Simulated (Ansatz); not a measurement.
## Na2S (Fm-3m): from strained cells to moduli

```
CELL_PARAMETERS angstrom
0.00000 3.25062 3.25062
3.25062 0.00000 3.25062
3.25062 3.25062 0.00000
ATOMIC_POSITIONS crystal
Na 0.25000 0.25000 0.25000
Na 0.75000 0.75000 0.75000
S 0.00000 0.00000 0.00000
```

Computed, not measured; unless marked otherwise by PBEsol, all-electron LAPW in Ansatz 0.2.0, scalar-relativistic. k mesh 6×6×6, strains of ±0.003, fixed occupations, basis error target 1 meV/atom. The cell was relaxed by PAW under this functional.

The cell is cubic and carries a residual pressure of 0.01 GPa at this level. Each strain component that symmetry leaves independent is applied at ±0.003, the ions relax wherever a strain frees them, and the stress (tension positive, GPa) is read. Shears are engineering strains, γ = 2ε.

```csv
strain,size,σxx,σyy,σzz,σyz,σxz,σxy
xx,-0.003,-0.1757,-0.0584,-0.0584,0.0000,0.0000,0.0000
xx,+0.003,0.1576,0.0404,0.0404,0.0000,0.0000,0.0000
yz,-0.003,-0.0086,-0.0085,-0.0085,-0.0534,0.0000,0.0000
yz,+0.003,-0.0086,-0.0085,-0.0085,0.0534,0.0000,0.0000
```

A central difference gives one constant, for example C11 ≈ (0.1576 − (-0.1757))/(0.006) = 55.6 GPa; the program then imposes the crystal's symmetry on the whole matrix.

(1) What are the independent elastic constants?

(2) Do they meet the Born conditions?

(3) What moduli does a random aggregate of grains have?

(4) With the density of 1.886 g/cm³, how fast does sound travel, and what Debye temperature follows?

(5) How far do the constants move if PAW replaces LAPW in the same cell?

## Answers

(1) C11 = 55.6, C12 = 16.5, C44 = 17.8 GPa.

(2) C11 − C12 = 39.1, C11 + 2C12 = 88.5 and C44 = 17.8 GPa must all be positive, so the crystal is elastically stable; that says nothing yet of its phonons.

(3) B = (C11 + 2C12)/3 = 29.5 GPa. G_V = (C11 − C12 + 3C44)/5 = 18.5 and G_R = 5(C11 − C12)C44/(4C44 + 3(C11 − C12)) = 18.5, so G_H = 18.5 GPa. Then E = 9BG/(3B + G) = 45.9 GPa, ν = (3B − 2G)/(6B + 2G) = 0.241 and B/G = 1.60, on the brittle side of Pugh's 1.75 (a rule of thumb, made for metals; it doesn't predict ductility here).

(4) 

```tsv
direction	slow (m/s)	middle (m/s)	fast (m/s)
[100]	3071	3071	5427
[110]	3071	3219	5341
[111]	3171	3171	5311
```

The mean of v⁻³ over directions and branches gives v_m = 3470 m/s and θ_D = (ħ/k_B) v_m (6π²n)^(1/3) = 364 K, n being atoms per volume. Young's modulus spans 44 to 48 GPa over directions, and the universal anisotropy index is 0.01.

(5) 

```csv
constant,LAPW (GPa),PAW (GPa),difference
C11,55.6,55.5,-0.1
C12,16.5,16.5,0.0
C44,17.8,17.8,0.0
```

Caveats: the frozen-core PAW files of the compared runs were fitted under PBE, their cores solved anew for this functional.
